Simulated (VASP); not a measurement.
Wanted: the native input for a VASP 6.6.1 run.

```
Task                   : relaxation of cell and atoms
Functional             : rev-vdW-DF2
Potentials or basis    : VASP PAW PBE potentials, release 64 (W_sv, Se)
Cutoff                 : 600 eV
k mesh                 : 9 × 9 × 2
Occupations            : gaussian, width 0.03 eV
Spin                   : no spin polarisation
Further INCAR settings : ALGO = Normal; EDIFF = 1e-07; IBRION = 2; EDIFFG = -0.005; NSW = 90; ISIF = 3
```

The structure of WSe2 lies in POSCAR:

```
WSe2                                    
1.0
    3.3034692218      0.0000000000      0.0000000000
   -1.6517346109      2.8608882668     -0.0000000000
    0.0000000000     -0.0000000000     13.0945724670
  W               Se            
     2     4
Direct
     0.3333333332999970    0.6666666667000030    0.2500000000000000
     0.6666666667000030    0.3333333332999970    0.7500000000000000
     0.3333333332999970    0.6666666667000030    0.6211964794556332
     0.6666666667000030    0.3333333332999970    0.1211964794556332
     0.3333333332999970    0.6666666667000030    0.8788035205443668
     0.6666666667000030    0.3333333332999970    0.3788035205443669
```

One way to write it, as run:

INCAR

```
SYSTEM = WSe2
PREC = Accurate ; ENCUT = 600
EDIFF = 1E-7 ; ISMEAR = 0
SIGMA = 0.03 ; LREAL = .False.
LASPH = .True. ; NELM = 80
ALGO = Normal ; ISIF = 3
LWAVE = .False. ; LCHARG = .False.
GGA = MK ; LUSE_VDW = .True.
AGGAC = 0.0 ; PARAM1 = 0.1234
PARAM2 = 0.711357 ; ZAB_VDW = -1.8867
IBRION = 2 ; NSW = 90
EDIFFG = -0.005 ; KPAR = 2
```

KPOINTS

```
regular mesh
0
Gamma
  9 9 2
  0 0 0
```

Potentials or basis: VASP PAW PBE potentials, release 64 (W_sv, Se).

Run with:

```bash
$ cat potpaw_PBE.64/W_sv/POTCAR potpaw_PBE.64/Se/POTCAR > POTCAR
$ mpirun -np 2 vasp_std > vasp.out
```

Results of the run:

```json
{
 "Energy gained by relaxing": "0.0 meV/atom",
 "Ionic steps": "3",
 "Pressure after relaxing": "0.0 GPa",
 "Largest force after relaxing": "0.004 eV/Å",
 "Band gap on the k mesh": "1.05 eV, indirect (least direct gap 1.51 eV)"
}
```

Caveat: the PAW data sets were made with another functional, which shifts forces and pressure a little; spin-orbit coupling is left out, which moves the levels of the heavy elements; an odd mesh through Γ misses points on the zone boundary, where band edges often lie.

Wall time 9.6 min on 2 MPI ranks on Intel(R) Xeon(R) Platinum 8375C CPU @ 2.90GHz (Ice Lake), with other jobs on the host, peak memory 0.74 GiB a rank.
